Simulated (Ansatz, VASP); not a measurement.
## Mo: VASP beside Ansatz

The input INCAR:

```
SYSTEM = Mo
PREC = Accurate ; ENCUT = 600
EDIFF = 1E-6 ; ISMEAR = 0
SIGMA = 0.1 ; LREAL = .FALSE.
LASPH = .TRUE. ; NELM = 100
ALGO = Normal ; ISIF = 3
LWAVE = .FALSE. ; LCHARG = .FALSE.
GGA = PE ; IBRION = 2
NSW = 90 ; EDIFFG = -0.04
```

File KPOINTS:

```
Automatic mesh
0
G
  4 4 4
  0 0 0
```

Contents of POSCAR:

```
Mo
1.0
    4.4721718332     -2.5890687461      0.0000000000
    4.4721718332      2.5890687461      0.0000000000
   -3.0256684536      0.0000000000      4.2669304829
Mo
6
Direct
    0.0000000000      0.0000000000      0.5000000000
    0.0000000000      0.0000000000      0.0000000000
    0.5000000000      0.0000000000      0.0000000000
    0.0000000000      0.5000000000      0.0000000000
    0.6373551778      0.6373551778      0.4019714032
    0.3626448222      0.3626448222      0.5980285968
```

Input for Ansatz:

```yaml
crystal:
  lattice:
    - [4.4721718332, -2.5890687461, 0.0]
    - [4.4721718332, 2.5890687461, 0.0]
    - [-3.0256684536, 0.0, 4.2669304829]
  atoms:
    - { symbol: Mo, position: [0.0, 0.0, 0.5] }
    - { symbol: Mo, position: [0.0, 0.0, 0.0] }
    - { symbol: Mo, position: [0.5, 0.0, 0.0] }
    - { symbol: Mo, position: [0.0, 0.5, 0.0] }
    - { symbol: Mo, position: [0.6373551778, 0.6373551778, 0.4019714032] }
    - { symbol: Mo, position: [0.3626448222, 0.3626448222, 0.5980285968] }
basis:
  ecutwfc: 420
kpoints:
  mp_grid: { grid: [4, 4, 4] }
hamiltonian:
  xc: pbe
scf:
  occupations: { method: gaussian, width: 0.1 }
  lower_state_search: "off"
output:
  forces: true
  stress: true
  eigenvalues: true
relax:
  adjacent_minimum: "off"
  f_tol: 0.04
  max_steps: 70
  cell: { stress_tol: 0.4 }
```

Alike in both runs: task relaxation of cell and atoms; functional PBE; k mesh 4 × 4 × 4; occupations gaussian, width 0.1 eV; no spin polarisation.

```csv
,VASP,Ansatz
version,VASP 6.6.1,Ansatz 0.2.0
potentials or method,"VASP PAW PBE potentials, release 64 (Mo_sv)","scalar-relativistic, plane waves, PAW"
plane-wave cutoff (eV),600,420
valence electrons in the cell,84,84
```

Ansatz gave:

- gap on the k mesh at the Fermi level, each at its own relaxed structure (eV): none
- relaxed volume (Å³/atom): 16.44
- relaxed cell length with the largest relative difference (Å): 5.175

Q: What did VASP give for the same quantities?

A: gap on the k mesh at the Fermi level, each at its own relaxed structure (eV): none; relaxed volume (Å³/atom): 16.50; relaxed cell length with the largest relative difference (Å): 5.187.

A gap of «none» marks a metal or a gap that the smearing closes.

Caveats: the k mesh is coarse (spacing up to 0.37 Å⁻¹), so the values aren't converged.
